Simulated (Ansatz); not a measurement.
# WC (Qusongite) (P-6m2) in Ansatz: further runs

The runs below take WC (Qusongite) through single point, with PBE.

Everything below comes from runs of Ansatz 0.2.0. Logs are shortened: lines on timing, memory, paths and dates and some standing lists are left out, and cuts for length are marked.

## (1) The structure

Symmetry: P-6m2, No. 187, hexagonal system. Conventional cell: a = 2.907 Å, b = 2.907 Å, c = 2.837 Å, α = 90.00°, β = 90.00°, γ = 120.00°. Around W (site symmetry -6m2) lie 6 C at 2.20 Å. C (site symmetry -6m2) is surrounded by 6 W at 2.20 Å.

## (2) Single point, PBE

Contents of input.yaml:

```yaml
crystal:
  lattice:
    - [2.9065, 0.0, 0.0]
    - [-1.45325, 2.5171028361, 0.0]
    - [0.0, 0.0, 2.8366]
  atoms:
    - { symbol: W, position: [0.0, 0.0, 0.0] }
    - { symbol: C, position: [0.6666666667, 0.3333333333, 0.5] }
kpoints:
  mp_grid: { grid: [6, 6, 5] }
scf:
  occupations: { method: fermi_dirac, width: 0.02 }
hamiltonian:
  xc: pbe
  pseudopotentials: { kind: all_electron, lapw: { basis_error: 0.002 } }
output:
  forces: true
  stress: true
  eigenvalues: true
```

Potentials or basis: all-electron LAPW, scalar-relativistic.

Run with:

```
$ ansatz run input.yaml --threads 1 --pin off --max-ram 3072MiB --backend cpu --events-out ev --progress --plain --runs-dir out
```

Output:

```text
Warning: RAYON_NUM_THREADS=1 ignored (pool sized by the plan → 1); use --threads N
LAPW: plane waves up to 8.986 Å⁻¹, error target 2.0e-3 eV per atom; small_component_spin mean_spin; C in spheres of 0.903 Å, 6 of its electrons in bands, Dirac shells []; W in spheres of 1.294 Å, 44 of its electrons in bands, Dirac shells [] (how accurate: hamiltonian.pseudopotentials.lapw.basis_error, Limitations)
Engine: ansatz 0.2.0, aarch64-unknown-linux-gnu
Pseudopotentials: kind: all_electron
Pseudopotential: W, LAPW, valence charge 44, lapw/all_electron/scalar/gaussian/W, Koelling and Harmon's equation, gaussian nucleus
Pseudopotential: C, LAPW, valence charge 6, lapw/all_electron/scalar/gaussian/C, Koelling and Harmon's equation, gaussian nucleus
Functional definition: PBE
  parameter kappa = 0.804
  parameter beta = 0.06672455060314922
  exchange = pbe_x(kappa = kappa, mu = beta*pi^2/3)
  correlation = pbe_c(beta = beta)
Crystal: 2 atoms, lattice volume = 20.752 Å³
Basis set: ecut = 307.6216356293593 eV, 243 PW (Γ), exchange–correlation at level 2
Bands: 30, of which v1, the nominal top of the filled ones, is band 25 counted from 1 (24 counted from 0)
Symmetry: 12 space group operations
Space group: P-6m2 (ITA 187), of the structure as read, at distance tolerance 2.7e-5 Å
k-points: 21 of 180 (time reversal used)
Non-local potential: W, projectors of the file, none
Non-local potential: C, projectors of the file, none
Initial density: superposition of atomic densities (chi_scale 0.1, normalization cell, long waves kept (reshape's long-wave potential 0.00 eV rms))
Initial wavefunctions: plane waves of lowest kinetic energy (no species holds an atomic orbital)
Functional: x = pbe(κ = 0.804, μ = 0.2195149727645171), c = pbe(β = 0.06672455060314922)
iter 1 solved again at ethr=8.07e-3 eV; its pass at ethr=1.00e-1 eV (dr2=4.03e0 eV) is discarded
SCF iter   1: F=—  HF=-440240.915274 eV  |F-HF|=—  |Δ(HF+E_count)|=         —  Δρ=1.26e-1  dr2=4.03e0  ethr=8.07e-3  ⟨swp⟩=2.0  Hψ=3908  notcnv=0
preconditioner: auto → none  [insulator: Δε(μ)=0.787 eV  Ē_g=27.545 eV  σ=0.020 eV  W_gap=1.00  n_scr=8 (ndim 8)  ℏωp=44.6 eV  f_vac=0.000  D(μ)=0.00/eV (n_scr^D=0)  ε∞_Penn≈3.6]
SCF iter   2: F=—  HF=-440240.255512 eV  |F-HF|=—  |Δ(HF+E_count)|=   6.60e-1  Δρ=8.76e-2  dr2=2.03e0  ethr=8.07e-3  ⟨swp⟩=3.0  Hψ=1944  notcnv=0
iter 3 solved again at ethr=6.81e-5 eV; its pass at ethr=4.06e-3 eV (dr2=3.40e-2 eV) is discarded
SCF iter   3: F=—  HF=-440239.366409 eV  |F-HF|=—  |Δ(HF+E_count)|=   8.89e-1  Δρ=1.59e-2  dr2=3.41e-2  ethr=6.81e-5  ⟨swp⟩=2.0  Hψ=3314  notcnv=0
SCF iter   4: F=—  HF=-440239.364639 eV  |F-HF|=—  |Δ(HF+E_count)|=         —  Δρ=3.27e-3  dr2=1.53e-3  ethr=6.81e-5  ⟨swp⟩=2.0  Hψ=1937  notcnv=0
the basis was enlarged: its passes take 228.8 KiB over the memory plan, 1 of 1 planned eigensolver slots
SCF iter   5: F=—  HF=-440239.363270 eV  |F-HF|=—  |Δ(HF+E_count)|=   1.37e-3  Δρ=1.57e-3  dr2=6.09e-4  ethr=3.06e-6  ⟨swp⟩=2.0  Hψ=1831  notcnv=0
SCF iter   6: F=—  HF=-440239.362781 eV  |F-HF|=—  |Δ(HF+E_count)|=   4.89e-4  Δρ=4.30e-4  dr2=4.08e-5  ethr=1.22e-6  ⟨swp⟩=2.0  Hψ=1830  notcnv=0
SCF iter   7: F=—  HF=-440239.362737 eV  |F-HF|=—  |Δ(HF+E_count)|=   4.45e-5  Δρ=3.07e-5  dr2=1.05e-7  ethr=8.16e-8  ⟨swp⟩=2.1  Hψ=1833  notcnv=0
SCF iter   8: F=-440239.362737 eV  HF=-440239.362737 eV  |F-HF|=8.61e-9  |Δ(HF+E_count)|=   1.84e-7  Δρ=7.54e-6  dr2=8.41e-9  ethr=2.11e-10  ⟨swp⟩=3.0  Hψ=1935  notcnv=0
SCF 1 converged in 8 iterations: F = -440239.362737 eV  dr2 = 8.41e-9
SCF converged after 8 iterations
Free energy (F): -440239.362737 eV
Harris-Foulkes:  -440239.362737 eV  (|F-HF|=8.61e-9)
Internal energy: -440239.361526 eV  (E = F + TS)
E sigma→0 (E₀):  -440239.362131 eV
Entropy (-TS):   -0.001211 eV (-0.606 meV/atom)
Fermi energy:    25.926788 eV
--- Per-component energies (eV) ---
  E_band       = -4907.397682
  E_kinetic    = 492919.400444
  E_xc         = -8981.235236
  E_electrostatic = -924177.526734  (all electrons and nuclei)
  E_smearing   = -0.001211  (= −TS)
  E_closure    = 0.000000  (closes the sum)
  E_atoms      = -440218.421447  (free atoms, spherical and without spin; not in F)
  Σ components = -440239.362737   (vs F -440239.362737, Δ=0.00e0)
  Basis errors (estimates in eV, not in F): energy 7.4e-4 per atom: plane waves 6.6e-4 (3.7e-4 summed), levels above the bands 4.0e-265, relativity 7.0e-8, radial functions 7.2e-5, core shells 1.5e-7; eigenvalues (radial functions only) 6.3e-6; not estimated: angular momenta, meshes, grids; target (lapw.basis_error) 2.0e-3; muffin-tin radii C 0.903 Å, W 1.294 Å
--- Forces (eV/Å), atoms counted from 1 ---
  atom   1  W     -0.00000000     0.00000000     0.00000000
  atom   2  C      0.00000000    -0.00000000     0.00000000
  max |Σ_I F_I| component: 3.70e-17 eV/Å
--- Stress (GPa, compression-positive) ---
        7.087452       0.000000      -0.000000
        0.000000       7.087452      -0.000000
       -0.000000      -0.000000       3.931367
  P = ⅓ Tr σ = 6.0354 GPa (60.354 kbar)
--- Band table (eV; the first three rows and the last of 21) ---
  k-point 0: bands = ["-392.2388", "-392.2368", "-392.2368", "-239.5856", "-207.3040", "-207.3040", "-207.2936", "-207.2936", "-207.2879", "-48.2917", "-12.3219", "-12.2040", "-12.2040", "-2.4845", "-2.4819", "-2.4819", "-2.4742", "-2.4742", "-2.4623", "-2.4417", "11.2224", "21.3425", "22.3290", "22.3290", "25.7551", "28.8853", "28.8853", "31.2773", "31.2773", "32.0492"]
  k-point 1: bands = ["-392.2388", "-392.2368", "-392.2368", "-239.5856", "-207.3040", "-207.3040", "-207.2936", "-207.2936", "-207.2879", "-48.2776", "-12.5872", "-12.1806", "-12.1806", "-2.4843", "-2.4843", "-2.4842", "-2.4728", "-2.4684", "-2.4684", "-2.4417", "12.1545", "20.5890", "22.7475", "22.7475", "26.1195", "26.8545", "26.8545", "31.8348", "31.8348", "32.7368"]
  k-point 2: bands = ["-392.2388", "-392.2368", "-392.2368", "-239.5856", "-207.3040", "-207.3040", "-207.2936", "-207.2936", "-207.2879", "-48.2547", "-12.9961", "-12.1426", "-12.1426", "-2.4885", "-2.4881", "-2.4881", "-2.4837", "-2.4588", "-2.4588", "-2.4416", "14.4005", "17.9599", "23.5253", "23.5253", "25.2254", "25.2254", "28.6401", "30.5227", "30.5227", "34.5315"]
  k-point 20: bands = ["-392.2388", "-392.2368", "-392.2368", "-239.5856", "-207.3040", "-207.3040", "-207.2936", "-207.2936", "-207.2879", "-48.1902", "-12.8095", "-12.7090", "-12.6578", "-2.4845", "-2.4797", "-2.4758", "-2.4751", "-2.4693", "-2.4692", "-2.4544", "14.7854", "18.6556", "20.3747", "23.4329", "24.9698", "29.7197", "31.9880", "33.2180", "34.2641", "35.3272"]
```

It took 7.9 s on 1 thread of Arm Neoverse V1, shared host; peak memory 0.24 GiB.

What came out:

```
Free energy            : -440239.3627 eV
Pressure               : 6.0 GPa
Band gap on the k mesh : none (metal or under the smearing width)
```

Caveat: the k mesh is coarse (spacing up to 0.44 Å⁻¹), so the values aren't converged; the k mesh is thin for a metal, which can move the energy by tens of meV per atom. Spin-orbit coupling is left out, which matters for the levels of W.

## (3) Single point, PBE

Contents of input.yaml:

```yaml
crystal:
  lattice:
    - [2.9065, 0.0, 0.0]
    - [-1.45325, 2.5171028361, 0.0]
    - [0.0, 0.0, 2.8366]
  atoms:
    - { symbol: W, position: [0.0, 0.0, 0.0] }
    - { symbol: C, position: [0.6666666667, 0.3333333333, 0.5] }
kpoints:
  mp_grid: { grid: [10, 10, 9] }
scf:
  occupations: { method: gaussian, width: 0.015 }
hamiltonian:
  xc: pbe
  pseudopotentials: { kind: all_electron, lapw: { basis_error: 0.001 } }
output:
  forces: true
  stress: true
  eigenvalues: true
```

Potentials or basis: all-electron LAPW, scalar-relativistic.

Run with:

```
$ ansatz run input.yaml --threads 1 --pin off --max-ram 3072MiB --backend cpu --events-out ev --progress --plain --runs-dir out
```

Output:

```text
Warning: RAYON_NUM_THREADS=1 ignored (pool sized by the plan → 1); use --threads N
LAPW: plane waves up to 9.373 Å⁻¹, error target 1.0e-3 eV per atom; small_component_spin mean_spin; C in spheres of 0.906 Å, 6 of its electrons in bands, Dirac shells []; W in spheres of 1.292 Å, 44 of its electrons in bands, Dirac shells [] (how accurate: hamiltonian.pseudopotentials.lapw.basis_error, Limitations)
[... 9 set-up lines as earlier in the session ...]
Crystal: 2 atoms, lattice volume = 20.752 Å³
Basis set: ecut = 334.7272920523886 eV, 315 PW (Γ), exchange–correlation at level 2
Bands: 30, of which v1, the nominal top of the filled ones, is band 25 counted from 1 (24 counted from 0)
[... 2 set-up lines as earlier in the session ...]
k-points: 70 of 900 (time reversal used)
[... 5 set-up lines as earlier in the session ...]
iter 1 solved again at ethr=8.04e-3 eV; its pass at ethr=1.00e-1 eV (dr2=4.02e0 eV) is discarded
SCF iter   1: F=—  HF=-440240.905838 eV  |F-HF|=—  |Δ(HF+E_count)|=         —  Δρ=1.26e-1  dr2=4.02e0  ethr=8.04e-3  ⟨swp⟩=2.0  Hψ=13002  notcnv=0
preconditioner: auto → none  [metal: Δε(μ)=0.012 eV  Ē_g=27.548 eV  σ=0.015 eV  W_gap=0.42  n_scr=8 (ndim 8)  ℏωp=44.6 eV  f_vac=0.000  D(μ)=1.13/eV (n_scr^D=8)  sad-step TF]
iter 2 solved again at ethr=2.55e-4 eV; its pass at ethr=8.04e-3 eV (dr2=1.27e-1 eV) is discarded
SCF iter   2: F=—  HF=-440239.399743 eV  |F-HF|=—  |Δ(HF+E_count)|=    1.51e0  Δρ=2.59e-2  dr2=1.27e-1  ethr=2.55e-4  ⟨swp⟩=2.0  Hψ=10905  notcnv=0
SCF iter   3: F=—  HF=-440239.372700 eV  |F-HF|=—  |Δ(HF+E_count)|=         —  Δρ=1.21e-2  dr2=1.39e-2  ethr=2.55e-4  ⟨swp⟩=2.9  Hψ=6575  notcnv=0
the basis was enlarged: its passes take 874.4 KiB over the memory plan, 1 of 1 planned eigensolver slots
SCF iter   4: F=—  HF=-440239.377677 eV  |F-HF|=—  |Δ(HF+E_count)|=   4.98e-3  Δρ=4.06e-3  dr2=1.55e-3  ethr=2.79e-5  ⟨swp⟩=2.9  Hψ=6580  notcnv=0
SCF iter   5: F=—  HF=-440239.373920 eV  |F-HF|=—  |Δ(HF+E_count)|=   3.76e-3  Δρ=1.55e-3  dr2=3.20e-4  ethr=3.10e-6  ⟨swp⟩=2.9  Hψ=6682  notcnv=0
SCF iter   6: F=—  HF=-440239.373913 eV  |F-HF|=—  |Δ(HF+E_count)|=   7.51e-6  Δρ=1.37e-4  dr2=4.43e-6  ethr=6.39e-7  ⟨swp⟩=2.5  Hψ=6155  notcnv=0
SCF iter   7: F=—  HF=-440239.373912 eV  |F-HF|=—  |Δ(HF+E_count)|=   7.95e-7  Δρ=3.56e-5  dr2=1.74e-7  ethr=8.86e-9  ⟨swp⟩=2.7  Hψ=6206  notcnv=0
SCF iter   8: F=-440239.373912 eV  HF=-440239.373912 eV  |F-HF|=4.42e-9  |Δ(HF+E_count)|=   3.85e-8  Δρ=5.62e-6  dr2=2.41e-9  ethr=3.47e-10  ⟨swp⟩=3.0  Hψ=6305  notcnv=0
SCF 1 converged in 8 iterations: F = -440239.373912 eV  dr2 = 2.41e-9
SCF converged after 8 iterations
Free energy (F): -440239.373912 eV
Harris-Foulkes:  -440239.373912 eV  (|F-HF|=4.42e-9)
Internal energy: -440239.373774 eV  (E = F + TS)
E sigma→0 (E₀):  -440239.373843 eV
Entropy (-TS):   -0.000138 eV (-0.069 meV/atom)
Fermi energy:    25.679114 eV
--- Per-component energies (eV) ---
  E_band       = -4906.458200
  E_kinetic    = 492919.236832
  E_xc         = -8981.251808
  E_electrostatic = -924177.358797  (all electrons and nuclei)
  E_smearing   = -0.000138  (= −TS)
  E_closure    = 0.000000  (closes the sum)
  E_atoms      = -440218.421447  (free atoms, spherical and without spin; not in F)
  Σ components = -440239.373912   (vs F -440239.373912, Δ=0.00e0)
  Basis errors (estimates in eV, not in F): energy 3.6e-4 per atom: plane waves 3.2e-4 (1.8e-4 summed), levels above the bands 0.0e0, relativity 4.1e-8, radial functions 3.6e-5, core shells 1.6e-7; eigenvalues (radial functions only) 2.6e-6; not estimated: angular momenta, meshes, grids; target (lapw.basis_error) 1.0e-3; muffin-tin radii C 0.906 Å, W 1.292 Å
--- Forces (eV/Å), atoms counted from 1 ---
  atom   1  W     -0.00000000     0.00000000     0.00000000
  atom   2  C      0.00000000    -0.00000000     0.00000000
  max |Σ_I F_I| component: 2.78e-17 eV/Å
--- Stress (GPa, compression-positive) ---
        5.993532       0.000000      -0.000000
        0.000000       5.993532      -0.000000
       -0.000000      -0.000000       5.086704
  P = ⅓ Tr σ = 5.6913 GPa (56.913 kbar)
--- Band table (eV; the first three rows and the last of 70) ---
  k-point 0: bands = ["-392.2109", "-392.2109", "-392.2090", "-239.6180", "-207.2750", "-207.2750", "-207.2683", "-207.2683", "-207.2595", "-48.2647", "-12.2909", "-12.1829", "-12.1829", "-2.4604", "-2.4537", "-2.4537", "-2.4453", "-2.4453", "-2.4333", "-2.4175", "11.2170", "21.3553", "22.3288", "22.3288", "25.7439", "28.9044", "28.9044", "31.2738", "31.2738", "32.0423"]
  k-point 1: bands = ["-392.2109", "-392.2109", "-392.2090", "-239.6180", "-207.2750", "-207.2750", "-207.2683", "-207.2683", "-207.2595", "-48.2599", "-12.3820", "-12.1750", "-12.1750", "-2.4603", "-2.4545", "-2.4545", "-2.4433", "-2.4433", "-2.4370", "-2.4175", "11.5165", "21.1823", "22.4646", "22.4646", "25.7410", "27.9917", "27.9917", "31.7503", "31.7503", "32.2755"]
  k-point 2: bands = ["-392.2109", "-392.2109", "-392.2090", "-239.6180", "-207.2750", "-207.2750", "-207.2683", "-207.2683", "-207.2595", "-48.2478", "-12.6074", "-12.1549", "-12.1549", "-2.4600", "-2.4566", "-2.4566", "-2.4458", "-2.4383", "-2.4383", "-2.4174", "12.3526", "20.3645", "22.8364", "22.8364", "26.3149", "26.6060", "26.6060", "31.7567", "31.7567", "32.8722"]
  k-point 69: bands = ["-392.2109", "-392.2109", "-392.2090", "-239.6180", "-207.2750", "-207.2750", "-207.2683", "-207.2683", "-207.2595", "-48.1615", "-12.8245", "-12.7247", "-12.5704", "-2.4575", "-2.4519", "-2.4514", "-2.4473", "-2.4397", "-2.4376", "-2.4305", "14.7039", "18.6559", "20.2354", "23.7670", "24.9291", "30.1176", "31.9745", "32.7696", "35.1414", "35.2104"]
```

It took 27 s on 1 thread of Arm Neoverse V1, shared host; peak memory 0.34 GiB.

What came out:

| Property | Result |
| --- | --- |
| Free energy | -440239.3739 eV |
| Pressure | 5.7 GPa |
| Band gap on the k mesh | none (metal or under the smearing width) |

Levels at points of the mesh, in eV from the Fermi level:
| k point | band 22 | band 23 | band 24 | band 25 | band 26 | band 27 | band 28 | band 29 |
| --- | --- | --- | --- | --- | --- | --- | --- | --- |
| (0.00, 0.00, 0.00) | -4.32 | -3.35 | -3.35 | 0.06 | 3.23 | 3.23 | 5.59 | 5.59 |
| (0.00, -0.50, 0.00) | -7.04 | -3.64 | -3.58 | -0.48 | 2.33 | 4.53 | 4.87 | 6.84 |

Spin-orbit coupling is left out, which matters for the levels of W.
